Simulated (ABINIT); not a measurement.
Set up this calculation in ABINIT 10.8.3 (patched build), as the native input.

```
Task                                            : single point
Functional                                      : PBE
Potentials or basis                             : JTH PAW PBE v2.0
Cutoff                                          : 408 eV
k mesh                                          : 11 × 11 × 11
Occupations                                     : fermi-dirac, width 0.05 eV
Spin                                            : no spin polarisation
Fine-grid cutoff                                : 816.342 eV
Exchange and correlation inside the PAW spheres : full angular mesh (pawxcdev 0, this build's default; the released program takes 1)
```

Ti:

```
Ti
1.0
     0.02177    1.99869    2.03132
     2.00646    0.00299    2.05009
     2.03951    2.05051   -0.03005
Ti
1
Direct
  0.98433 0.00381 0.00663
```

The cell isn't the ideal one: cell strained at random at fixed volume.

These files were run (other wordings do the same):

run.abi

```
pp_dirpath "./"
pseudos "Ti.GGA_PBE-JTH.xml"

acell 2.8498210801 2.8685786663 2.8922468104 Angstrom
rprim
     0.0076383743     0.7013391170     0.7127868532
     0.6994603368     0.0010437225     0.7146706570
     0.7051628487     0.7089692320    -0.0103915751
ntypat 1
znucl 22
natom 1
typat 1
xred
    -0.0156700000     0.0038100000     0.0066290000
chkprim 0
chksymtnons 0
tolsym 1.0e-6

ecut 15.0
pawecutdg 30.0

kptopt 1
ngkpt 11 11 11
nshiftk 1
shiftk 0.0 0.0 0.0

ixc 11

nband 10
occopt 3
tsmear 0.05 eV

nstep 100
tolvrs 1.0e-9

iomode 3
prtwf 0
prteig 0
prtebands 0
enunit 2
prtden 1
prtvha 1
prtvclmb 1
prtpot 1
```

Potentials or basis: JTH PAW PBE v2.0.

Command:

```sh
$ abinit run.abi > log 2>&1
```

Results of the run:

| Quantity | Value |
| --- | --- |
| Pressure | 4.5 GPa |
| Band gap on the k mesh | none (metal or under the smearing width) |
| Valence electrons inside the program's atomic spheres | Ti 10.22 (radii [1.2214] Å) |

It took 37 s on 1 thread of Intel(R) Xeon(R) Platinum 8488C (Sapphire Rapids), on a shared host, peak memory 0.17 GiB.
